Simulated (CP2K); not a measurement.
KCl (Sylvite):

```
K Cl
1.0
     4.44978    0.00000    0.00000
     2.22489    3.85362    0.00000
     2.22489    1.28454    3.63323
K Cl
1 1
Direct
  0.00000 0.00000 0.00000
  0.50000 0.50000 0.50000
```

Program: CP2K 2026.2. Alike in all runs: no spin polarisation; cell as given; k mesh 7 × 7 × 7.

Problem. Order these runs on this cell by their band gap on the k mesh, lowest first.
A. level RPBE; potentials or basis POTENTIAL_UZH K GTH-PBE-q9, Cl GTH-PBE-q7; TZVP-MOLOPT-PBE-GTH basis; smearing gaussian 0.1 eV; EPS_DEFAULT 1.0E-10; NGRIDS 4; CUTOFF of the grids 450 Ry
B. level LDA; potentials or basis GTH_POTENTIALS K GTH-PADE-q9, Cl GTH-PADE-q7; TZVP-MOLOPT-PBE-GTH basis; smearing fermi-dirac 0.0259 eV; EPS_DEFAULT 1.0E-9; NGRIDS 5; points a segment of the path (NPOINTS) 8; bands added on the path 6; CUTOFF of the grids 450 Ry
C. level PBE; potentials or basis GTH_POTENTIALS K GTH-PADE-q9, Cl GTH-PADE-q7; DZVP-MOLOPT-SR-GTH basis; smearing fermi-dirac 0.05 eV; EPS_DEFAULT 1.0E-10; NGRIDS 4; CUTOFF of the grids 450 Ry
D. level PBEsol; potentials or basis POTENTIAL_UZH K GTH-PBE-q9, Cl GTH-PBE-q7; TZVP-MOLOPT-PBE-GTH basis; smearing fermi-dirac 0.05 eV; EPS_DEFAULT 1.0E-10; NGRIDS 4; points a segment of the path (NPOINTS) 10; bands added on the path 6; CUTOFF of the grids 450 Ry
E. level TB-mBJ; potentials or basis POTENTIAL_UZH K GTH-PBE-q9, Cl GTH-PBE-q7; TZVP-MOLOPT-PBE-GTH basis; smearing fermi-dirac 0.01 eV; EPS_DEFAULT 1.0E-9; NGRIDS 4; points a segment of the path (NPOINTS) 10; bands added on the path 4; CUTOFF of the grids 675 Ry

Solution. B (4.72 eV), D (4.98 eV), C (5.21 eV), A (5.51 eV), E (5.95 eV).

Caveats: the basis of atomic orbitals isn't converged, which shifts pressures, moduli and gaps; an odd mesh through Γ misses points on the zone boundary, where band edges often lie (some runs); this is a model potential without an energy functional, so only levels have meaning (some runs).

Not every run made on this cell is shown here.
